A fast electron crossing a crystal of lead selenide gives up part of its energy to the electrons of the solid. The loss function $L$ tells how strongly the crystal takes up each loss energy $E$. The spectrum below comes from linear response on LDA states, with a simple long-range correction to the electron interaction. The calculated band gap is only 0.31 eV, so the electrons can be excited at quite low energies.

Yambo 5.3.0 linear response in the optical limit on Quantum ESPRESSO LDA states of rock-salt PbSe, with the cell volume scaled by 1.04, PseudoDojo 0.4.1 potentials and no spin-orbit coupling. The loss function is computed with a long-range-corrected kernel (α = −0.5), a damping of 0.3 eV, an 8×8×8 k-mesh and 30 bands.

```tsv
row	loss function	loss energy (eV)
1	0.012	0.000
2	0.012	1.003
3	0.023	2.007
4	0.055	3.010
5	0.085	4.114
6	0.176	5.117
7	0.326	6.120
8	0.453	7.124
9	0.417	8.127
10	0.535	9.130
11	0.688	10.130
12	0.933	11.140
13	1.083	12.240
14	1.186	13.240
15	2.013	14.250
16	1.761	15.250
17	0.984	16.250
18	0.585	17.260
19	0.624	18.260
20	0.815	19.360
21	0.837	20.370
22	0.865	21.370
23	1.300	22.370
24	1.105	23.380
25	0.680	24.380
26	0.423	25.380
27	0.386	26.490
28	0.351	27.490
29	0.483	28.490
30	0.281	29.500
```

**(a) Why is the loss so weak at a few eV, where the crystal can already absorb, and what is needed for a strong loss?**

*Solution.* The passing electron acts through its electric field, and the crystal screens that field. Where the electrons respond easily, they absorb well but also screen well, so the field that could drive the absorption is small. With $\varepsilon_1$ and $\varepsilon_2$ as the real and imaginary parts of the dielectric function, this competition reads

$$L=\frac{\varepsilon_2}{\varepsilon_1^2+\varepsilon_2^2}.$$

Three limits show what follows. At low energy the dielectric function is large, and the loss is small in spite of the absorption. At very high energy the electrons can hardly follow the field, $\varepsilon_2$ is small, and the loss fades again. In between, $\varepsilon_1$ can pass through zero while $\varepsilon_2$ is modest; then $L\approx 1/\varepsilon_2$ is large, and the electrons swing together as a plasmon.

The table has the first limit: at 3 eV the loss is under 3% of its highest printed value. The climb from there to the main peak is broken once, by a slight drop from 0.453 at 7.1 eV to 0.417 at 8.1 eV. Excitations from the upper valence bands probably leave this shoulder, though that assignment is untested.

The first row needs a warning, because a loss at zero energy should vanish. The printed 0.012 is an artefact: the run reports a large $\varepsilon_2$ at zero energy, inside the gap, where no absorption is possible. The broadening used in the run, about as wide as the gap, is a possible source. The long-range correction inflates this false $\varepsilon_2$ but hardly changes the loss. The gap needs care too, since spin-orbit coupling, left out here, would change it strongly.

**(b) Estimate the energy of the main peak from the number of electrons and the size of the cell.**

*Solution.* Imagine all the outer electrons displaced slightly against the ions. The surface charges pull them back, and they oscillate. More electrons in a given volume mean a stronger pull and a higher frequency. For free electrons of density $n$, the energy of this oscillation is

$$E_p\approx 37\ \text{eV}\times\sqrt{n\,\text{Å}^3}.$$

Lead brings four outer s and p electrons and selenium six. The two-atom cell holds $2\times29.82=59.64$ Å³, so $n=10/59.64=0.168$ Å⁻³ and $E_p\approx37\times0.41\approx15.2$ eV.

Two corrections remain. The electrons are bound, which stiffens the oscillation. If one mean excitation energy $E_g$ stands for all their transitions, the static dielectric constant for independent electrons, 25.7, fixes it through $25.7-1=(E_p/E_g)^2$, which gives 3.1 eV. The long-range correction, in turn, weakens the restoring field by 4%, the ratio of its strength in this run, 0.5, to the $4\pi$ of the Coulomb interaction. Together,

$$E_\text{peak}=\sqrt{0.96\,E_p^2+E_g^2}\approx15.2\ \text{eV}.$$

The two corrections thus nearly cancel. On the fine energy grid of the calculation the peak lies at 14.85 eV, between two printed rows, so the estimate is about 2% too high. No constant in it was adjusted to the loss spectrum.

The estimate also shows how the peak should move in a similar crystal: its energy goes roughly as the square root of the electron density. The cell used here has 4% more volume than its reference cell, which by itself lowers the free-electron value by 0.3 eV, or 2%.

**(c) Does the main peak carry the strength of ten free electrons, and why does the loss rise again beyond it?**

*Solution.* A peak can lie at the right energy and still have the wrong strength. The strength can be counted, because each responding electron adds a fixed amount to the area under $E\,L$:

$$\int_0^\infty E\,L\,dE=\frac{\pi}{2}E_p^2.$$

Up to the dip at 17.3 eV, the printed points add up to fewer than four electrons per cell. The free-electron picture therefore gives the position of the peak but not its strength.

Theory offers two reasons. Damping spreads part of the plasmon's strength to energies above the dip. Deeper electrons, which still follow the field at 15 eV, add screening, and this weakens the peak more than it shifts it. The close agreement in (b) should be read with that in mind: binding pushes the peak up and deeper electrons pull it down. The simple formula leaves out the second effect and probably understates the first, since the static constant gives most weight to the lowest excitations. These two errors partly cancel.

Could the second maximum, at 22.4 eV, be just the tail of the plasmon? A single damped plasmon, centred at the calculated peak, was fitted to the 18 rows below 18 eV, with its strength and width free. Continued to 22.4 eV, a row outside the fit, it gives 0.24, whereas the table has 1.30. The curve also misses the dip, although that row was part of the fit: it lies 0.38 above the computed 0.585, and it falls short of the highest row by nearly as much. Its width is a compromise, since losses well below the peak broaden it, so the miss at the dip alone proves little. The second maximum, however, needs something beyond one plasmon, which may deepen the dip as well; the printed analysis after this text has the details.

The likely source is the 5d shell of lead, whose ten electrons take part in this calculation and are known to be excited in this region. The loss was not split by shell, so the assignment is untested. Below their excitation energies, bound electrons give a polarisation in step with the field and raise $\varepsilon_1$. Just past the plasmon this makes the screening stronger, and the loss dips. Above those energies their polarisation opposes the field and pulls $\varepsilon_1$ down again, so the loss can recover.

The height of the second maximum tells something more. Since $L$ can never exceed $1/|\varepsilon|$, a loss of 1.30 requires $|\varepsilon|$ to be below $1/1.30=0.77$. The crystal then amplifies the field instead of screening it, so the maximum is more than a plain absorption line. This holds whichever electrons are responsible.

The upper end of the spectrum is the least secure. The calculation includes only 15 empty bands, and excitations into higher ones are cut off. For the upper valence electrons this cut comes at the lowest energy, so it may reach down towards the dip and alter its depth. The small bump at 28.5 eV may be a product of that cut. LDA also tends to bind such d shells too weakly, which would put the second maximum too low in energy, and spin-orbit coupling, left out here, would split the 5d levels in two. Neither the position nor the shape of this maximum should therefore be compared closely with a measured spectrum.

Printed output of the fit:

```
Free-electron plasma energy for 6 electrons per cell (eV): 11.78
Free-electron plasma energy for 10 electrons per cell (eV): 15.21
Free-electron plasma energy for 20 electrons per cell (eV): 21.5
Mean excitation energy from the independent-particle static constant (eV): 3.06
Plasmon energy for 10 electrons with this mean excitation energy (eV): 15.51
The same with the long-range kernel of the run (eV): 15.21
Last estimate less the calculated fine-grid peak (eV): 0.361
Lowering of the free-electron value by the 4 percent larger volume (eV): 0.3011
Loss at zero energy worked out from the reported dielectric function: 0.01188
Loss at 3.01 eV as percentage of the highest printed loss (%): 2.732
Drop in loss from 7.12 to 8.13 eV: 0.036
Second maximum divided by the dip before it: 2.222
Electrons per cell counted by the loss up to the dip at 17.26 eV: 3.843
Electrons per cell counted from the dip to 29.5 eV: 5.255
Electrons per cell counted up to 29.5 eV: 9.098
fit of loss_function on 18 rows (loss_energy < 18): coefficient of fe10**2*loss_energy*s/((loss_energy**2 - peak**2)**2 + (loss_energy*s)**2) 0.6929 +/- 0.037, s 6.546; rms 0.181, worst 18 0.38, leave-one-out rms 0.236
  rows outside the fit (model, value, miss): 19 0.7082, 0.624, 0.0842; 20 0.5092, 0.815, -0.306; 21 0.3843, 0.837, -0.453; 22 0.2974, 0.865, -0.568; 23 0.2351, 1.3, -1.06; 24 0.1889, 1.105, -0.916; 25 0.1547, 0.68, -0.525; 26 0.1285, 0.423, -0.294; 27 0.1062, 0.386, -0.28; 28 0.09042, 0.351, -0.261; 29 0.07774, 0.483, -0.405; 30 0.06733, 0.281, -0.214
Tail of the fitted plasmon at 22.37 eV: 0.2351
This tail as percentage of the computed loss there (%): 18.08
```
